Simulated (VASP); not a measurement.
Wanted: the native input for a VASP 6.6.1 run.

```yaml
Task: single point
Functional: r2SCAN
Potentials_or_basis: VASP PAW PBE potentials, release 64 (Mg)
Cutoff: 520 eV
k_mesh: 16 × 16 × 8
Occupations: gaussian, width 0.05 eV
Spin: no spin polarisation
Dipole_correction: no
Further_INCAR_settings: ALGO = Normal; EDIFF = 1e-06; NBANDS = 9
```

Crystal: Mg.

```xyz
2
Lattice="3.2062 0.0000 0.0000 -1.6031 2.7767 0.0000 0.0000 0.0000 5.1628" Properties=species:S:1:pos:R:3 pbc="T T T"
Mg    0.0000    1.8511    3.8721
Mg    1.6031    0.9256    1.2907
```

One way to write it, as run:

POSCAR

```
Mg
1.0
    3.2062102360      0.0000000000      0.0000000000
   -1.6031051180      2.7766595142      0.0000000000
    0.0000000000      0.0000000000      5.1627801467
Mg
2
Direct
    0.3333333333      0.6666666667      0.7500000000
    0.6666666667      0.3333333333      0.2500000000
```

INCAR.step1

```
SYSTEM = Mg
PREC = Accurate ; ENCUT = 520
ISMEAR = 0 ; SIGMA = 0.05
LREAL = .False. ; LASPH = .True.
NELM = 100 ; NBANDS = 9
GGA = PE ; ALGO = Normal
EDIFF = 1E-4 ; LWAVE = .True.
LCHARG = .False.
```

INCAR.step2

```
SYSTEM = Mg
PREC = Accurate ; ENCUT = 520
EDIFF = 1E-6 ; ISMEAR = 0
SIGMA = 0.05 ; LREAL = .False.
LASPH = .True. ; NELM = 100
ALGO = Normal ; ISIF = 2
LWAVE = .False. ; LCHARG = .False.
METAGGA = R2SCAN ; LMIXTAU = .True.
NBANDS = 9 ; ISTART = 1
```

KPOINTS

```
Automatic mesh
0
Gamma
  16 16 8
  0 0 0
```

Potentials or basis: VASP PAW PBE potentials, release 64 (Mg).

Command:

```sh
$ cat potpaw_PBE.64/Mg/POTCAR > POTCAR
$ cp INCAR.step1 INCAR
$ mpirun -np 1 vasp_std > vasp.out
$ cp INCAR.step2 INCAR
$ mpirun -np 1 vasp_std > vasp.out
```

It gave:

- Pressure: -0.9 GPa
- Band gap on the k mesh: none (metal or under the smearing width)

Caveat: the PAW data sets were made with another functional, which shifts forces and pressure a little.

It took 80 s on 1 thread of Intel(R) Xeon(R) Platinum 8259CL CPU @ 2.50GHz (Skylake/Cascade Lake), on a shared host, peak memory 0.21 GiB.
